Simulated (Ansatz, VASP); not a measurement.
This is a calculation of Be for VASP 6.6.1.

File INCAR:

```
SYSTEM = Be
PREC = Accurate ; ENCUT = 520
EDIFF = 1E-7 ; ISMEAR = -1
SIGMA = 0.05 ; LREAL = .False.
LASPH = .True. ; NELM = 60
ALGO = Fast ; ISIF = 2
LWAVE = .False. ; LCHARG = .False.
GGA = PE ; NBANDS = 7
```

KPOINTS

```
regular mesh
0
Gamma
  12 12 13
  0 0 0
```

The input POSCAR:

```
Be
1.0
    2.2327400000      0.0000000000      0.0000000000
    0.0000000000      2.2327400000      0.0000000000
    0.0000000000      0.0000000000      2.0656500000
Be
1
Direct
    0.5000000000      0.5000000000      0.0000000000
```

Potentials or basis: VASP PAW PBE potentials, release 64 (Be).

Run with:

```console
$ cat potpaw_PBE.64/Be/POTCAR > POTCAR
$ mpirun -np 1 vasp_std > vasp.out
```

Question: Set up the same calculation for Ansatz 0.2.0. Potentials there: Ansatz PAW.

Answer: As run (the cutoff follows the program's own potentials):

input.yaml

```yaml
crystal:
  lattice:
    - [2.23274, 0.0, 0.0]
    - [0.0, 2.23274, 0.0]
    - [0.0, 0.0, 2.06565]
  atoms:
    - { symbol: Be, position: [0.5, 0.5, 0.0] }
hamiltonian:
  xc: pbe
  pseudopotentials: { kind: paw }
kpoints:
  mp_grid: { grid: [12, 12, 13] }
scf:
  occupations: { method: fermi_dirac, width: 0.05 }
output:
  forces: true
  stress: true
  eigenvalues: true
```

Potentials or basis: Ansatz PAW.

The run is started by

```console
$ ansatz run input.yaml --threads 2 --pin off --max-ram 5632MiB --backend cpu --events-out ev --progress --plain --runs-dir out
```

Both were run:

|  | VASP | Ansatz | Ansatz less VASP |
| --- | --- | --- | --- |
| gap on the k mesh at the Fermi level (eV) | none | none | - |
| pressure (GPa) | 0.2 | 0.1 | -0.07 |
| largest component of the traceless stress (GPa) | 1.15 | 1.24 | +0.089 |

A gap of «none» marks a metal or a gap that the smearing closes. The functional is the same, so the differences come from potentials, cutoffs and numerics.
